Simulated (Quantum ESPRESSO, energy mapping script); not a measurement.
# MnS (Browneite): exchange couplings worked by hand

A handful of total energies of MnS (Browneite) fix a spin model. One order is withheld as a test.

Method: PBE with U = 6 eV on Mn d, ortho-atomic projectors; plane waves, U on orthogonalised atomic orbitals unless named otherwise, collinear spin, no spin–orbit coupling, in Quantum ESPRESSO 7.5.

### 1. The structure

It takes space group F-43m (No. 216, cubic). The conventional cell has a = 5.600 Å, b = 5.600 Å, c = 5.600 Å, α = 90.00°, β = 90.00°, γ = 90.00°. Mn has 4 S at 2.42 Å nearest. Nearest to S lie 4 Mn at 2.42 Å. Farther neighbours and most contacts between anions are not listed.

Coordinates:

```cif
data_structure
_symmetry_space_group_name_H-M 'F-43m'
_symmetry_Int_Tables_number 216
_cell_length_a 5.6000
_cell_length_b 5.6000
_cell_length_c 5.6000
_cell_angle_alpha 90.000
_cell_angle_beta 90.000
_cell_angle_gamma 90.000
_cell_volume 175.62
loop_
_atom_site_label
_atom_site_type_symbol
_atom_site_symmetry_multiplicity
_atom_site_Wyckoff_symbol
_atom_site_fract_x
_atom_site_fract_y
_atom_site_fract_z
_atom_site_occupancy
Mn1 Mn 4 a 0.00000 0.00000 0.00000 1
S1 S 4 d 0.25000 0.25000 0.75000 1
```

The potential files are GBRV's for PBE; pw.x takes the functional from them.

### 2. Two of the runs

The parallel order and one order with opposed moments, in one cell and on one mesh:

The input, pw.in:

```
&control
  calculation = 'scf'
  prefix = 'pw'
  outdir = './tmp/'
  pseudo_dir = './pseudo/'
  verbosity = 'low'
/
&system
  ibrav = 0
  nat = 4
  ntyp = 2
  ecutwfc = 45
  ecutrho = 360
  nbnd = 38
  occupations = 'smearing'
  smearing = 'fd'
  degauss = 0.00367493
  nspin = 2
  starting_magnetization(1) = 0.3000
/
&electrons
  conv_thr = 1.0e-08
  electron_maxstep = 120
  mixing_beta = 0.3
  mixing_mode = 'plain'
/
ATOMIC_SPECIES
  Mn 54.9380 Mn.upf
  S 32.0600 S.upf
CELL_PARAMETERS angstrom
  0.00000000 -2.80000000 -2.80000000
  0.00000000 2.80000000 -2.80000000
  5.60000000 0.00000000 0.00000000
ATOMIC_POSITIONS crystal
  Mn 0.50000000 0.50000000 0.50000000
  Mn 0.00000000 0.00000000 0.00000000
  S 0.00000000 0.50000000 0.75000000
  S 0.50000000 0.00000000 0.25000000
K_POINTS automatic
  5 5 4 0 0 0
HUBBARD {ortho-atomic}
U Mn-3d 6
```

Launch:

```
$ OMP_NUM_THREADS=1 mpirun -n 4 pw.x -nk 4 -in pw.in > pw.out
```

Output:

```text
Program PWSCF v.7.5 starts
[...]
unit-cell volume          =     592.5578 (a.u.)^3
     number of atoms/cell      =            4
[...]
number of electrons       =        42.00
     number of Kohn-Sham states=           38
     kinetic-energy cutoff     =      45.0000  Ry
     charge density cutoff     =     360.0000  Ry
     scf convergence threshold =      1.0E-08
[...]
xc contribution           =     -70.47111321 Ry
     ewald contribution        =    -253.43760863 Ry
     Hubbard energy            =       0.10336727 Ry
     total magnetization       =    10.00 Bohr mag/cell
     absolute magnetization    =    10.00 Bohr mag/cell
     convergence has been achieved in  10 iterations
=------------------------------------------------------------------------------=
   JOB DONE.
=------------------------------------------------------------------------------=
[key lines of the parts left out:]
!    total energy              =    -470.61702162 Ry
the Fermi energy is     7.7729 ev
```

Run time: 21 s. Hardware: 4 MPI ranks of Arm Neoverse V1, shared host; peak memory 0.51 GiB.

Edit pw.in of step 2 so:

```diff
@@ -10,6 +10,6 @@
   nat = 4
-  ntyp = 2
+  ntyp = 3
   ecutwfc = 45
   ecutrho = 360
-  nbnd = 38
+  nbnd = 33
   occupations = 'smearing'
@@ -19,2 +19,3 @@
   starting_magnetization(1) = 0.3000
+  starting_magnetization(2) = -0.3000
 /
@@ -27,3 +28,4 @@
 ATOMIC_SPECIES
-  Mn 54.9380 Mn.upf
+  Mn1 54.9380 Mn.upf
+  Mn2 54.9380 Mn.upf
   S 32.0600 S.upf
@@ -34,4 +36,4 @@
 ATOMIC_POSITIONS crystal
-  Mn 0.50000000 0.50000000 0.50000000
-  Mn 0.00000000 0.00000000 0.00000000
+  Mn1 0.50000000 0.50000000 0.50000000
+  Mn2 0.00000000 0.00000000 0.00000000
   S 0.00000000 0.50000000 0.75000000
@@ -41,2 +43,3 @@
 HUBBARD {ortho-atomic}
-U Mn-3d 6
+U Mn1-3d 6
+U Mn2-3d 6
```

Output:

```text
[banner, memory and clock lines left out]
Program PWSCF v.7.5 starts
[...]
unit-cell volume          =     592.5578 (a.u.)^3
     number of atoms/cell      =            4
[...]
number of electrons       =        42.00
     number of Kohn-Sham states=           33
     kinetic-energy cutoff     =      45.0000  Ry
     charge density cutoff     =     360.0000  Ry
[...]
The total energy is F=E-TS. E is the sum of the following terms:
     one-electron contribution =    -315.36021415 Ry
     hartree contribution      =     168.50317314 Ry
     xc contribution           =     -70.44878272 Ry
     ewald contribution        =    -253.43760863 Ry
     Hubbard energy            =       0.11696642 Ry
     total magnetization       =    -0.00 Bohr mag/cell
     absolute magnetization    =     9.83 Bohr mag/cell
     convergence has been achieved in  12 iterations
[key lines of the parts left out:]
!    total energy              =    -470.62646593 Ry
the Fermi energy is     7.2817 ev
```

Elapsed: 24 s, on 4 MPI ranks; peak memory 0.63 GiB.

At zero occupation width the energies are -6403.07077 and -6403.19927 eV for 2 Mn atoms, so ΔE = 1000 × (-6403.19927 − (-6403.07077)) / 2 = -64.25 meV a magnetic atom.

### 3. The orders used, and who is opposed

Each order is measured in this way from the parallel run of its own cell. n counts, for a mean magnetic atom, the neighbours of each shell whose moment is opposed.

| order | ΔE (meV) | n at 3.96 Å (of 12) | n at 5.60 Å (of 6) |
| --- | --- | --- | --- |
| compensated +− in cell A | -64.25 | 8 | 0 |
| compensated +− in cell B | -49.43 | 6 | 6 |
| uncompensated ++− in cell C | ? | 6.67 | 2.67 |

Wanted: the couplings, and ΔE of the order “uncompensated ++− in cell C”.

### 4. The equations

With E = −Σ J e·e over ordered pairs of unit vectors, an atom's energy is −Σ J (z − 2n), since each opposed neighbour turns +1 into −1. Against the parallel order, ΔE = 2 Σ n J:

- 16 J₁ = -64.25
- 12 J₁ + 12 J₂ = -49.43

Cramer's rule: the determinant of the left side is D = 192; with the column of each J replaced by the energies it is D₁ = -771.0 and D₂ = -19.88. So J₁ = -4.02 meV and J₂ = -0.104 meV.

### 5. The order left out

ΔE = 13.34 × (-4.02) + 5.34 × (-0.104) = -54.12 meV.

### 6. Outcome

```
J₁, Mn–Mn at 3.96 Å                 : -4.02 meV
J₂, Mn–Mn at 5.60 Å                 : -0.104 meV
ΔE predicted for the withheld order : -54.1 meV
ΔE of the withheld run              : -54.4 meV
```

What this shows: The hand solution predicts -54.12 meV and the withheld run gave -54.42 meV, a miss of 0.30 meV on a scale of 64.2 meV, so these shells carry the energies well. A least-squares fit to all 3 orders gives -4.02 and -0.105 meV. This set was picked because its moments stay put and its equations are well conditioned; many sets are less well behaved. Shells left out of the hand model add to these values wherever the orders used reverse them, so each J is partly a sum. A fit with one more shell, at 6.86 Å, gives -4.1, -0.10 and 0.030 meV and 126 K in mean field.

[Logs and program files are shortened in this print: banners, set-up blocks, solver, clock and traceback lines can be left out without a mark of their own.]

[Logs are printed without paths, hosts, clocks, repeated set-up lines and the standing remarks that a program may print on its own settings, such as how far it seeks lower states.]

[Hosts, paths, dates, database ids (printed as entryN), source tags and the programs' standing remarks are cut or masked in the printed files.]

[Where a cell is said to come from a database of computed structures, the database is the Materials Project.]
